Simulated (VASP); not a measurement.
# W (Fm-3m) in VASP: notebook

Runs on W. Level: PBE. Tasks: single point.

Everything below comes from runs of VASP 6.6.1. Logs are shortened: lines on timing, memory, paths and dates and some standing lists are left out, and cuts for length are marked.

### 1 The crystal as given

It takes space group Fm-3m (No. 225, cubic). The conventional cell has a = 4.060 Å, b = 4.060 Å, c = 4.060 Å, α = 90.00°, β = 90.00°, γ = 90.00°. W (site symmetry m-3m) is surrounded by 12 W at 2.87 Å.

This isn't the form of W at room conditions, which is bcc.

### 2 Single point, PBE

Input file INCAR:

```
SYSTEM = W
  ADDGRID = .FALSE.
  ALGO = Normal
  EDIFF = 1E-5
  ENCUT = 400
  GGA = PE
  ISIF = 2
  ISMEAR = 0
  LASPH = .TRUE.
  LCHARG = .FALSE.
  LREAL = .FALSE.
  LWAVE = .FALSE.
  NBANDS = 13
  NELM = 100
  PREC = Accurate
  SIGMA = 0.15
```

Input file KPOINTS:

```
k-points
0
G
  10 10 10
  0 0 0
```

Input file POSCAR:

```
W
1.0
    0.0000000000      2.0300000000      2.0300000000
    2.0300000000      0.0000000000      2.0300000000
    2.0300000000      2.0300000000      0.0000000000
W
1
Direct
    0.0000000000      0.0000000000      0.0000000000
```

Potentials or basis: VASP PAW PBE potentials, release 64 (W_sv).

Run with:

```bash
> cat potpaw_PBE.64/W_sv/POTCAR > POTCAR
> mpirun -np 1 vasp_std > vasp.out
```

OUTCAR:

```text
SYSTEM = W
   EDIFF = 1E-5
   ENCUT = 400
   GGA = PE
   ISIF = 2
   ISMEAR = 0
   LASPH = .TRUE.
   LREAL = .FALSE.
   NELM = 100
   PREC = Accurate

 Found     47 irreducible k-points:

 Following reciprocal coordinates:
            Coordinates               Weight
  0.000000  0.000000  0.000000      1.000000
  0.100000  0.000000  0.000000      8.000000
  0.200000  0.000000  0.000000      8.000000
  0.300000  0.000000  0.000000      8.000000
  0.400000  0.000000  0.000000      8.000000
  0.500000  0.000000  0.000000      4.000000
   k-points           NKPTS =     47   k-points in BZ     NKDIM =     47   number of bands    NBANDS=     13
   number of dos      NEDOS =    301   number of ions     NIONS =      1
   total plane-waves  NPLWV =   8000
   dimension x,y,z NGX =    20 NGY =   20 NGZ =   20
   dimension x,y,z NGXF=    40 NGYF=   40 NGZF=   40
   ions per type =               1
   NGX,Y,Z   is equivalent  to a cutoff of  11.58, 11.58, 11.58 a.u.
   NGXF,Y,Z  is equivalent  to a cutoff of  23.16, 23.16, 23.16 a.u.
 SYSTEM =  W
   PREC   = accura    normal or accurate (medium, high low for compatibility)
   ISTART =      0    job   : 0-new  1-cont  2-samecut
   ICHARG =      2    charge: 1-file 2-atom 10-const
   ISPIN  =      1    spin polarized calculation?
   LNONCOLLINEAR =      F non collinear calculations
   LSORBIT =      F    spin-orbit coupling
   LASPH  =      T    aspherical Exc in radial PAW
   ENCUT  =  400.0 eV  29.40 Ry    5.42 a.u.   4.68  4.68  4.68*2*pi/ulx,y,z
   NELM   =    100;   NELMIN=  2; NELMDL= -5     # of ELM steps
   EDIFF  = 0.1E-04   stopping-criterion for ELM
   LREAL  =      F    real-space projection
   EDIFFG = 0.1E-03   stopping-criterion for IOM
   NSW    =      0    number of steps for IOM
   IBRION =     -1    ionic relax: 0-MD 1-quasi-New 2-CG
   NFREE  =      0    steps in history (QN), initial steepest desc. (CG)
   ISIF   =      2    stress and relaxation
   ISYM   =      2    0-nonsym 1-usesym 2-fastsym
   POTIM  = 0.5000    time-step for ionic-motion
   TEBEG  =    0.0;   TEEND  =   0.0 temperature during run
   PSTRESS=    0.0 pullay stress
   NELECT =      14.0000    total number of electrons
   NUPDOWN=      -1.0000    fix difference up-down
   EMIN   =  10.00;   EMAX   =-10.00  energy-range for DOS
   EFERMI =   0.00;   METHOD = LEGACY
   ISMEAR =     0;   SIGMA  =   0.15  broadening in eV -4-tet -1-fermi 0-gaus
   EFERMI_NEDOS =   21; number of points for ismear=-14 and -15
   IALGO  =     38    algorithm
   IMIX   =      4    mixing-type and parameters
     AMIX     =   0.40;   BMIX     =  1.00
     AMIX_MAG =   1.60;   BMIX_MAG =  1.00
  volume/ion in A,a.u.               =      16.73       112.91
  Fermi-wavevector in a.u.,A,eV,Ry     =   1.542688  2.915258 32.380324  2.379887
  Thomas-Fermi vector in A             =   2.648457
   LORBIT       =      0    0 simple, 1 ext, 2 COOP (PROOUT), +10 PAW based schemes
   GGA     = PE    functional components
   LHFCALC =     F    Hartree Fock is set to
   AEXX    =    0.0000 exact exchange contribution
   IVDW    =     0    specifies the selected vdW correction
   LEPSILON=     F    determine dielectric tensor
   LRPA    =     F    only Hartree local field effects (RPA)
 non-spin polarized calculation
 Gauss-broadening in eV      SIGMA  =   0.15
  energy-cutoff  :      400.00
  volume of cell :       16.73
 maximum number of plane-waves:       318
   NGX =  9   NGY =  9   NGZ =  9

 number of electron      14.0000005 magnetization

 Free energy of the ion-electron system (eV)
  ---------------------------------------------------
  ext. energy  EPLUGINS =         0.00000000
  ---------------------------------------------------
  free energy    TOTEN  =       -12.46813787 eV

  energy without entropy =      -12.45471757  energy(sigma->0) =      -12.46142772

 E-fermi :  10.1970     XC(G=0): -13.3307

 val. band max:       10.1704267444   @ k =  -0.1000   0.1000   0.0000
 cond. band min:      10.2415020636   @ k =   0.5000   0.1000   0.0000
 fundamental gap:      0.0710753192
 Fermi energy:        10.1969615936

 k-point     1 :       0.0000    0.0000    0.0000
  band No.  band energies     occupation
      1     -63.5012      2.00000
      2     -27.1531      2.00000
      3     -27.1531      2.00000
      4     -27.1531      2.00000
      5       1.3353      2.00000
      6       9.6864      2.00000
      7       9.6864      2.00000
      8       9.6864      2.00000
      9      12.7241      0.00000
     10      12.7241      0.00000
     11      22.9895      0.00000
     12      28.1123      0.00000
     13      28.1123      0.00000

 k-point     2 :       0.1000    0.0000    0.0000
  band No.  band energies     occupation
      1     -63.4921      2.00000
      2     -27.2618      2.00000
      3     -27.1671      2.00000
      4     -27.1671      2.00000
      5       1.7575      2.00000
      6       9.3772      2.00000
      7       9.8743      1.99765
      8       9.8743      1.99765
      9      12.5648      0.00000
     10      12.5648      0.00000
     11      23.8096      0.00000
     12      26.5795      0.00000
     13      28.9031      0.00000

 k-point     3 :       0.2000    0.0000    0.0000
  band No.  band energies     occupation
      1     -63.4678      2.00000
      2     -27.5395      2.00000
      3     -27.2036      2.00000
      4     -27.2036      2.00000
      5       2.8668      2.00000
      6       8.8219      2.00000
      7      10.1491      1.34807
      8      10.1491      1.34806
      9      12.5211      0.00000
     10      12.5211      0.00000
     11      24.0624      0.00000
     12      26.1558      0.00000
     13      31.0524      0.00000

 k-point     4 :       0.3000    0.0000    0.0000
  band No.  band energies     occupation
      1     -63.4378      2.00000
      2     -27.8700      2.00000
      3     -27.2482      2.00000
      4     -27.2482      2.00000
      5       4.0862      2.00000
      6       8.8276      2.00000
      7       9.9659      1.97064
      8       9.9659      1.97064
      9      13.3206      0.00000
     10      13.3206      0.00000
     11      22.3849      0.00000
     12      26.3719      0.00000
     13      32.9694      0.00000

 k-point     5 :       0.4000    0.0000    0.0000
  band No.  band energies     occupation
      1     -63.4135      2.00000
      2     -28.1281      2.00000
      3     -27.2840      2.00000
      4     -27.2840      2.00000
      5       4.6462      2.00000
      6       9.6186      2.00000
      7       9.6186      2.00000
      8       9.9291      1.98845
      9      14.5244      0.00000
     10      14.5244      0.00000
     11      21.0277      0.00000
     12      23.7519      0.00000
     13      29.9098      0.00000

 k-point     6 :       0.5000    0.0000    0.0000
  band No.  band energies     occupation
      1     -63.4041      2.00000
      2     -28.2247      2.00000
      3     -27.2976      2.00000
      4     -27.2976      2.00000
      5       4.7259      2.00000
      6       9.4730      2.00000
      7       9.4730      2.00000
      8      10.8037      0.00000
      9      15.1275      0.00000
     10      15.1275      0.00000
     11      20.2225      0.00000
     12      22.6179      0.00000
     13      28.6799      0.00000

 [... further k-points ...]

------------------------ aborting loop because EDIFF is reached ----------------------------------------

  FORCE on cell =-STRESS in cart. coord.  units (eV):
  Direction    XX          YY          ZZ          XY          YZ          ZX
  --------------------------------------------------------------------------------------
  -------------------------------------------------------------------------------------
  Total       -0.3829196     -0.3829196     -0.3829196     -0.0000000     -0.0000000      0.0000000
  in kB      -36.6690803    -36.6690803    -36.6690803     -0.0000000     -0.0000000      0.0000000
  external PRESSURE =     -36.6690803 kB  Pullay stress =       0.0000000 kB

 VOLUME and BASIS-vectors are now :
 -----------------------------------------------------------------------------
  energy-cutoff  :      400.00
  volume of cell :       16.73
      direct lattice vectors                 reciprocal lattice vectors
     0.000000000  2.030000000  2.030000000    -0.246305419  0.246305419  0.246305419
     2.030000000  0.000000000  2.030000000     0.246305419 -0.246305419  0.246305419
     2.030000000  2.030000000  0.000000000     0.246305419  0.246305419 -0.246305419

 POSITION                                       TOTAL-FORCE (eV/Angst)
 -----------------------------------------------------------------------------------
      0.00000      0.00000      0.00000        -0.000000      0.000000     -0.000000
 -----------------------------------------------------------------------------------
    total drift:                                0.000000      0.000000      0.000000

  FREE ENERGIE OF THE ION-ELECTRON SYSTEM (eV)
  ---------------------------------------------------
  free  energy   TOTEN  =       -12.4681378689 eV

  energy  without entropy=      -12.4547175701  energy(sigma->0) =      -12.46142772
```

Run time: 4.2 s. Hardware: 1 thread of Intel Xeon Platinum 8488C (Sapphire Rapids), shared host; peak memory 0.13 GiB.

These settings aren't checked as converged: the numbers below hold their error.

What came out:

```
Free energy            : -12.4681 eV
Pressure               : -3.7 GPa
Band gap on the k mesh : none (metal or under the smearing width)
```

### 3 Single point, PBE

Edit INCAR of step 2 so:

```diff
@@ -3,3 +3,3 @@
   ALGO = Normal
-  EDIFF = 1E-5
+  EDIFF = 1E-6
   ENCUT = 400
```

KPOINTS is that of step 2.

POSCAR is that of step 2.

Potentials or basis: VASP PAW PBE potentials, release 64 (W_sv).

Run with:

```bash
> cat potpaw_PBE.64/W_sv/POTCAR > POTCAR
> mpirun -np 1 vasp_std > vasp.out
```

OUTCAR:

```text
SYSTEM = W
   EDIFF = 1E-6
   ENCUT = 400
   GGA = PE
   ISIF = 2
   ISMEAR = 0
   LASPH = .TRUE.
   LREAL = .FALSE.
   NELM = 100
   PREC = Accurate

 Found     47 irreducible k-points:

 Following reciprocal coordinates:
            Coordinates               Weight
  0.000000  0.000000  0.000000      1.000000
  0.100000  0.000000  0.000000      8.000000
  0.200000  0.000000  0.000000      8.000000
  0.300000  0.000000  0.000000      8.000000
  0.400000  0.000000  0.000000      8.000000
  0.500000  0.000000  0.000000      4.000000
   k-points           NKPTS =     47   k-points in BZ     NKDIM =     47   number of bands    NBANDS=     13
   number of dos      NEDOS =    301   number of ions     NIONS =      1
   total plane-waves  NPLWV =   8000
   dimension x,y,z NGX =    20 NGY =   20 NGZ =   20
   dimension x,y,z NGXF=    40 NGYF=   40 NGZF=   40
   ions per type =               1
   NGX,Y,Z   is equivalent  to a cutoff of  11.58, 11.58, 11.58 a.u.
   NGXF,Y,Z  is equivalent  to a cutoff of  23.16, 23.16, 23.16 a.u.
 SYSTEM =  W
   PREC   = accura    normal or accurate (medium, high low for compatibility)
   ISTART =      0    job   : 0-new  1-cont  2-samecut
   ICHARG =      2    charge: 1-file 2-atom 10-const
   ISPIN  =      1    spin polarized calculation?
   LNONCOLLINEAR =      F non collinear calculations
   LSORBIT =      F    spin-orbit coupling
[... 68 lines left out ...]
      8       9.6864      2.00000
      9      12.7241      0.00000
     10      12.7241      0.00000
     11      22.9896      0.00000
     12      28.1123      0.00000
     13      28.1123      0.00000
[... 66 lines left out ...]
  band No.  band energies     occupation
      1     -63.4039      2.00000
      2     -28.2245      2.00000
      3     -27.2975      2.00000
      4     -27.2975      2.00000
      5       4.7259      2.00000
      6       9.4730      2.00000
      7       9.4730      2.00000
      8      10.8037      0.00000
      9      15.1275      0.00000
     10      15.1275      0.00000
     11      20.2226      0.00000
     12      22.6179      0.00000
     13      28.6799      0.00000

 [... further k-points ...]

------------------------ aborting loop because EDIFF is reached ----------------------------------------

  FORCE on cell =-STRESS in cart. coord.  units (eV):
  Direction    XX          YY          ZZ          XY          YZ          ZX
  --------------------------------------------------------------------------------------
  -------------------------------------------------------------------------------------
  Total       -0.3889438     -0.3889438     -0.3889438     -0.0000000      0.0000000      0.0000000
  in kB      -37.2459743    -37.2459743    -37.2459743     -0.0000000      0.0000000      0.0000000
  external PRESSURE =     -37.2459743 kB  Pullay stress =       0.0000000 kB

 VOLUME and BASIS-vectors are now :
 -----------------------------------------------------------------------------
  energy-cutoff  :      400.00
  volume of cell :       16.73
      direct lattice vectors                 reciprocal lattice vectors
     0.000000000  2.030000000  2.030000000    -0.246305419  0.246305419  0.246305419
     2.030000000  0.000000000  2.030000000     0.246305419 -0.246305419  0.246305419
     2.030000000  2.030000000  0.000000000     0.246305419  0.246305419 -0.246305419

 POSITION                                       TOTAL-FORCE (eV/Angst)
 -----------------------------------------------------------------------------------
      0.00000      0.00000      0.00000        -0.000000     -0.000000     -0.000000
 -----------------------------------------------------------------------------------
    total drift:                                0.000000     -0.000000     -0.000000

  FREE ENERGIE OF THE ION-ELECTRON SYSTEM (eV)
  ---------------------------------------------------
  free  energy   TOTEN  =       -12.4681385290 eV

  energy  without entropy=      -12.4547186079  energy(sigma->0) =      -12.46142857
```

stdout:

```text
POSCAR found type information on POSCAR W
 POSCAR found :  1 types and       1 ions
 scaLAPACK will be used
 LDA part: xc-table for (Slater+PW92), standard interpolation
 POSCAR, INCAR and KPOINTS ok, starting setup
 FFT: planning ... GRIDC
 FFT: planning ... GRID_SOFT
 FFT: planning ... GRID
 WAVECAR not read
 entering main loop
```

Wall time 4.6 s (1 thread of Intel Xeon Platinum 8488C (Sapphire Rapids), shared host); peak memory 0.12 GiB.

The run converged, but some of its settings lie outside the range that counts as converged, so its numbers aren't taken as properties of the crystal.

What came out:

- Free energy: -12.4681 eV
- Pressure: -3.7 GPa
- Band gap on the k mesh: none (metal or under the smearing width)

### 4 Single point, PBE

Edit INCAR of step 3 so:

```diff
@@ -1,5 +1,5 @@
 SYSTEM = W
-  ADDGRID = .FALSE.
+  ADDGRID = .TRUE.
   ALGO = Normal
-  EDIFF = 1E-6
+  EDIFF = 1E-7
   ENCUT = 400
```

KPOINTS is that of step 3.

POSCAR is that of step 3.

Run with:

```bash
> cat potpaw_PBE.64/W_sv/POTCAR > POTCAR
> mpirun -np 1 vasp_std > vasp.out
```

Run time: 7.6 s. Hardware: 1 thread of Intel Xeon Platinum 8488C (Sapphire Rapids), shared host; peak memory 0.18 GiB.

The run converged, but some of its settings lie outside the range that counts as converged, so its numbers aren't taken as properties of the crystal.

Results:

* Free energy: -12.4681 eV
* Pressure: -3.7 GPa
* Band gap on the k mesh: none (metal or under the smearing width)
